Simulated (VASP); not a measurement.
Set up this calculation in VASP 6.6.1, as the native input.

| Property | Result |
| --- | --- |
| Task | relaxation of cell and atoms |
| Functional | r2SCAN |
| Potentials or basis | VASP PAW PBE potentials, release 64 (W_sv, C) |
| Cutoff | 600 eV |
| k mesh | 18 × 18 × 14 |
| Occupations | gaussian, width 0.1 eV |
| Spin | no spin polarisation |
| Further INCAR settings | ALGO = Normal; EDIFF = 1e-07; IBRION = 2; EDIFFG = -0.005; NSW = 90; ISIF = 3 |

The structure of WC lies in POSCAR:

```
WC
1.0
    2.8820700000      0.0000000000      0.0000000000
   -1.4410350000      2.4959458400      0.0000000000
    0.0000000000      0.0000000000      2.8238700000
W C
1 1
Direct
    0.0000000000      0.0000000000      0.0000000000
    0.6666666700      0.3333333300      0.5000000000
```

The input as run:

INCAR

```
PREC     = Accurate       # precision mode
ENCUT    = 600            # plane-wave cutoff, eV
EDIFF    = 1E-7           # SCF threshold, eV
ISMEAR   = 0              # smearing method
SIGMA    = 0.1            # smearing width, eV
LREAL    = False          # projectors in reciprocal space
LASPH    = True           # aspherical terms in the spheres
NELM     = 100            # most SCF steps
ALGO     = Normal         # electronic algorithm
ISIF     = 3              # what is computed and relaxed
LWAVE    = False          # write WAVECAR
LCHARG   = False          # write CHGCAR
METAGGA  = R2SCAN         # meta-GGA
LMIXTAU  = True         
IBRION   = 2              # ionic algorithm
NSW      = 90             # ionic steps
EDIFFG   = -0.005         # ionic threshold
```

KPOINTS

```
Automatic mesh
0
Gamma
  18 18 14
```

Potentials or basis: VASP PAW PBE potentials, release 64 (W_sv, C).

The run is started by

```sh
$ cat potpaw_PBE.64/W_sv/POTCAR potpaw_PBE.64/C/POTCAR > POTCAR
$ mpirun -np 1 vasp_std > vasp.out
```

Results of the run:

- Relaxed volume: 10.46 Å³/atom
- Relaxed cell: a = 2.916 Å, b = 2.916 Å, c = 2.841 Å, α = 90.00°, β = 90.00°, γ = 120.00°
- Space group after relaxing (to 0.05 Å): P-6m2 (No. 187)
- Energy gained by relaxing: 11.8 meV/atom
- Ionic steps: 6
- Pressure after relaxing: 0.0 GPa
- Band gap on the k mesh: none (metal or under the smearing width)

Caveat: the PAW data sets were made with another functional, which shifts forces and pressure a little.

It took 7.2 min on 1 thread of Intel(R) Xeon(R) 6975P-C (Granite Rapids), on a shared host, peak memory 0.24 GiB.
